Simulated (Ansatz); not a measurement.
**How far is PAW off for RbBr?**

```
Rb Br
1.0
     0.00000    3.42750    3.42750
     3.42750    0.00000    3.42750
     3.42750    3.42750    0.00000
Rb Br
1 1
Direct
  0.00000 0.00000 0.00000
  0.50000 0.50000 0.50000
```

Atoms are numbered in the order listed.

The cell is COD entry 1010048, as deposited and not checked against the literature; nothing was relaxed. It is an old determination, and later ones may differ.

All numbers are computed: DFT, PBEsol, PAW with Ansatz's default frozen-core files, scalar-relativistic (Ansatz 0.2.0); DFT, PBEsol, all-electron PAW with datasets made for the crystal, scalar-relativistic (Ansatz 0.2.0); DFT, PBEsol, all-electron LAPW, scalar-relativistic (Ansatz 0.2.0).

For PAW: a Γ-centred 7×7×7 k mesh, Fermi–Dirac smearing of 0.03 eV, cutoff 420 eV, no spin polarisation; the PAW files were made with PBE, and the program remakes their frozen cores for this functional. The crystal-made all-electron datasets (AE datasets) take a cutoff of 200 eV at this cell. LAPW targets a basis error of 1 meV/atom. The Ansatz runs share mesh, smearing and spin set-up. Plane-wave (PAW) pressures include the program's estimate of the Pulay term.

Stress and pressure are positive in compression.

Levels count from the top of the valence band.

| quantity | PAW | AE datasets | LAPW |
| --- | --- | --- | --- |
| pressure (GPa) | -0.06 | -0.07 | -0.06 |
| band gap (eV) | 4.213 | 4.214 | 4.214 |
| highest filled level at X (eV) | -0.161 | -0.161 | -0.161 |
| lowest empty level at X (eV) | 5.503 | 5.505 | 5.505 |
| highest filled level at K (eV) | -0.269 | -0.268 | -0.268 |
| lowest empty level at K (eV) | 6.237 | 6.238 | 6.238 |
| highest filled level at Γ (eV) | 0.000 | 0.000 | 0.000 |
| lowest empty level at Γ (eV) | 4.213 | 4.214 | 4.214 |

PAW's pressure differs from the LAPW value by about 0.01 GPa or less. Datasets made for the crystal and LAPW share parts of one code, so their agreement isn't an independent check.
